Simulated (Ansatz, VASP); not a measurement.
**One calculation of CdSe, two programs**

```
Cd Se
1.0
     0.00000    3.07027    3.07027
     3.07027    0.00000    3.07027
     3.07027    3.07027    0.00000
Cd Se
1 1
Direct
  0.00000 0.00000 0.00000
  0.25000 0.25000 0.25000
```

Measurements of this composition are mostly on another form, of space group No. 186.

Alike in both runs: task relaxation of cell and atoms; functional revPBE; dispersion D3(BJ); k mesh 8 × 8 × 8; occupations fermi-dirac, width 0.05 eV; no spin polarisation.

|  | VASP | Ansatz |
| --- | --- | --- |
| version | VASP 6.6.1 | Ansatz 0.2.0 |
| potentials or method | VASP PAW PBE potentials, release 64 (Cd, Se) | Ansatz PAW |
| plane-wave cutoff (eV) | 600 | 420 |
| valence electrons in the cell | 18 | 36 |

```csv
,VASP,Ansatz,Ansatz less VASP
"gap on the k mesh at the Fermi level, each at its own relaxed structure (eV)",0.72,0.73,+0.011
relaxed volume (Å³/atom),28.35,28.22,-0.136
relaxed cell length with the largest relative difference (Å),4.312,4.305,-0.0069
energy change over the relaxation (meV/atom),-2,-3,-1.0
```

The two sets of potentials don't hold the same shells in valence.

Caveats: the PAW data sets were made with another functional, which shifts forces and pressure a little (VASP); the plane-wave basis is chosen anew once the cell has moved, so the energies of steps on either side of that aren't comparable (Ansatz); the PAW data sets come from PBE, with cores solved anew for the run's functional, which leaves a small shift of forces and pressure (Ansatz). revPBE gaps usually lie below the measured ones, often by a third to a half.
